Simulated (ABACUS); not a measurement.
# HfB2 (P6/mmm) in ABACUS: equation of state, part 2 of 2

ABACUS 3.10.1. The steps go on from the part before.

### Step 4. Equation of state, PBEsol, 9.71 Å³/atom (volume scaled by 0.98)

Contents of INPUT:

```
INPUT_PARAMETERS
suffix              HfB2
calculation         scf
basis_type          pw
pseudo_dir          ./
symmetry            1
dft_functional      pbesol
ecutwfc             76
pseudo_rcut         7
nspin               1
nbands              13
ks_solver           dav
smearing_method     fd
smearing_sigma      0.00367493
scf_thr             1e-08
scf_nmax            100
mixing_type         broyden
mixing_beta         0.7
cal_force           1
cal_stress          1
kpar                4
```

Contents of STRU:

```
ATOMIC_SPECIES
Hf 178.4900 Hf.upf
B 10.8100 B.upf

LATTICE_CONSTANT
1.8897261246

LATTICE_VECTORS
3.1189255395 0.0000000000 0.0000000000
-1.5594627698 2.7010687497 0.0000000000
0.0000000000 0.0000000000 3.4566435916

ATOMIC_POSITIONS
Direct

Hf
0.0
1
0.0000000000 0.0000000000 0.0000000000 1 1 1

B
0.0
2
0.6666666667 0.3333333333 0.5000000000 1 1 1
0.3333333333 0.6666666667 0.5000000000 1 1 1
```

Contents of KPT:

```
K_POINTS
0
Gamma
10 10 8 0 0 0
```

Command:

```
OMP_NUM_THREADS=1 mpirun -np 4 abacus > log
```

It took 36 s on 4 MPI ranks of AMD EPYC, shared host; peak memory 0.32 GiB.

The run converged. Its results:

| Property | Result |
| --- | --- |
| Free energy | -1697.2714 eV |
| Pressure | 1.6 GPa |
| Band gap on the k mesh | none (metal or under the smearing width) |

Caveat: there are fewer bands than atomic start orbitals, so a level may be missed at k points of high symmetry.

### Step 5. Equation of state, PBEsol, 9.90 Å³/atom

INPUT is that of step 4.

Edit STRU of step 4 so:

```diff
@@ -8,5 +8,5 @@
 LATTICE_VECTORS
-3.1189255395 0.0000000000 0.0000000000
--1.5594627698 2.7010687497 0.0000000000
-0.0000000000 0.0000000000 3.4566435916
+3.1400000000 0.0000000000 0.0000000000
+-1.5700000000 2.7193197679 0.0000000000
+0.0000000000 0.0000000000 3.4800000000
```

KPT is that of step 4.

Command:

```
OMP_NUM_THREADS=1 mpirun -np 4 abacus > log
```

Wall time 34 s (4 MPI ranks of AMD EPYC, shared host); peak memory 0.36 GiB.

It converged, with:

* Free energy: -1697.2676 eV
* Pressure: -3.6 GPa
* Band gap on the k mesh: none (metal or under the smearing width)

Caveat: there are fewer bands than atomic start orbitals, so a level may be missed at k points of high symmetry.

### Step 6. Equation of state, PBEsol, 10.10 Å³/atom (volume scaled by 1.02)

INPUT is that of step 5.

Edit STRU of step 5 so:

```diff
@@ -8,5 +8,5 @@
 LATTICE_VECTORS
-3.1400000000 0.0000000000 0.0000000000
--1.5700000000 2.7193197679 0.0000000000
-0.0000000000 0.0000000000 3.4800000000
+3.1607953080 0.0000000000 0.0000000000
+-1.5803976540 2.7373290329 0.0000000000
+0.0000000000 0.0000000000 3.5030470293
```

KPT is that of step 5.

Potentials or basis: PseudoDojo NC SR 0.4.1 PBEsol standard, plane waves.

Command:

```
OMP_NUM_THREADS=1 mpirun -np 4 abacus > log
```

running log:

```text
ABACUS v3.10.1

               Atomic-orbital Based Ab-initio Computation at UStc

 ------------------------------------------------------------------------------------

 READING GENERAL INFORMATION
                           global_out_dir = OUT.HfB2/
                           global_in_card = INPUT
                               pseudo_dir = ./
                              orbital_dir =
                                    DSIZE = 4
                                    GSIZE = 1

 READING UNITCELL INFORMATION
                                    ntype = 2
                  lattice constant (Bohr) = 1.88973
              lattice constant (Angstrom) = 1

 READING ATOM TYPE 1
                               atom label = Hf
                      L=0, number of zeta = 1
                      L=1, number of zeta = 1
[... 437 lines left out ...]
       8        12.6959     0.00750000
       9        13.2400     0.00750000
      10        18.1844    4.80823e-22
      11        18.7167    1.14489e-26
      12        21.5011    7.47354e-51
      13        21.6503    3.78676e-52

[... levels at 12 further k points ...]

------------------------------------------------------------------------------------------
 TOTAL-FORCE (eV/Angstrom)
------------------------------------------------------------------------------------------
                       Hf1         0.0000000000         0.0000000000         0.0000000000
                        B1         0.0000000000         0.0000000000         0.0000000000
                        B2         0.0000000000         0.0000000000         0.0000000000
------------------------------------------------------------------------------------------

----------------------------------------------------------------
 TOTAL-STRESS (KBAR)
----------------------------------------------------------------
       -84.0266509665        -0.0000000000         0.0000000000
         0.0000000000       -84.0266509660         0.0000000000
        -0.0000000000         0.0000000000       -83.4061212818
----------------------------------------------------------------
 TOTAL-PRESSURE: -83.819808 KBAR

 --------------------------------------------
 !FINAL_ETOT_IS -1697.2452628272228594 eV
 --------------------------------------------
```

stdout:

```text
ABACUS v3.10.1

               Atomic-orbital Based Ab-initio Computation at UStc

%%%%%%%%%%%%%%%%%%%%%%%%%%%%%%%%%%%%%%%%%%%%%%%%%%%%%%%%%%%%%%%%%%%%%%%%%%%%%%%%%%%%%%%%%%%%%%%%%%%%%%%%%
 Warning: the number of valence electrons in pseudopotential > 4 for Hf: [Xe] 4f14 5d2 6s2
[... 32 lines left out ...]
 TOTAL-STRESS (KBAR)
----------------------------------------------------------------
       -84.0266509665        -0.0000000000         0.0000000000
         0.0000000000       -84.0266509660         0.0000000000
        -0.0000000000         0.0000000000       -83.4061212818
----------------------------------------------------------------
 TOTAL-PRESSURE: -83.819808 KBAR
```

Run time: 36 s. Hardware: 4 MPI ranks of AMD EPYC, shared host; peak memory 0.36 GiB.

Results:

* Free energy: -1697.2453 eV
* Pressure: -8.4 GPa
* Band gap on the k mesh: none (metal or under the smearing width)

Caveat: there are fewer bands than atomic start orbitals, so a level may be missed at k points of high symmetry.

### Step 7. Equation of state, PBEsol, 10.30 Å³/atom (volume scaled by 1.04)

INPUT is that of step 6.

Edit STRU of step 6 so:

```diff
@@ -8,5 +8,5 @@
 LATTICE_VECTORS
-3.1607953080 0.0000000000 0.0000000000
--1.5803976540 2.7373290329 0.0000000000
-0.0000000000 0.0000000000 3.5030470293
+3.1813205280 0.0000000000 0.0000000000
+-1.5906602640 2.7551043948 0.0000000000
+0.0000000000 0.0000000000 3.5257947253
```

KPT is that of step 6.

Command:

```
OMP_NUM_THREADS=1 mpirun -np 4 abacus > log
```

Wall time 33 s (4 MPI ranks of AMD EPYC, shared host); peak memory 0.32 GiB.

It converged, with:

```yaml
Free_energy: -1697.2062 eV
Pressure: -12.7 GPa
Band_gap_on_the_k_mesh: none (metal or under the smearing width)
```

Caveat: there are fewer bands than atomic start orbitals, so a level may be missed at k points of high symmetry.

### Step 8. Equation of state, PBEsol, 10.50 Å³/atom (volume scaled by 1.06)

INPUT is that of step 7.

Edit STRU of step 7 so:

```diff
@@ -8,5 +8,5 @@
 LATTICE_VECTORS
-3.1813205280 0.0000000000 0.0000000000
--1.5906602640 2.7551043948 0.0000000000
-0.0000000000 0.0000000000 3.5257947253
+3.2015842624 0.0000000000 0.0000000000
+-1.6007921312 2.7726533036 0.0000000000
+0.0000000000 0.0000000000 3.5482526220
```

KPT is that of step 7.

Command:

```
OMP_NUM_THREADS=1 mpirun -np 4 abacus > log
```

Run time: 35 s. Hardware: 4 MPI ranks of AMD EPYC, shared host; peak memory 0.32 GiB.

It converged, with:

- Free energy: -1697.1520 eV
- Pressure: -16.6 GPa
- Band gap on the k mesh: none (metal or under the smearing width)

Caveat: there are fewer bands than atomic start orbitals, so a level may be missed at k points of high symmetry.

### Step 9. Equation of state, PBEsol

Potentials or basis: PseudoDojo NC SR 0.4.1 PBEsol standard, plane waves.

No new run: the results of the series are fitted here.

Results:

```yaml
Equilibrium_volume: 9.77 Å³/atom
Bulk_modulus_at_fixed_shape_and_positions: 263 GPa
Pressure_derivative_of_the_bulk_modulus: 3.9
```

Energy against volume, from the lowest point:
| volume (Å³/atom) | energy (meV/atom) |
| --- | --- |
| 9.311 | 18.51 |
| 9.509 | 5.51 |
| 9.707 | 0.00 |
| 9.905 | 1.29 |
| 10.103 | 8.73 |
| 10.301 | 21.74 |
| 10.499 | 39.82 |

Caveat: the cell was scaled at fixed shape and fractional positions, which overstates the stiffness of a crystal with free parameters, most of all of layers and chains. The run has no spin-orbit coupling, so splittings on Hf are missing.
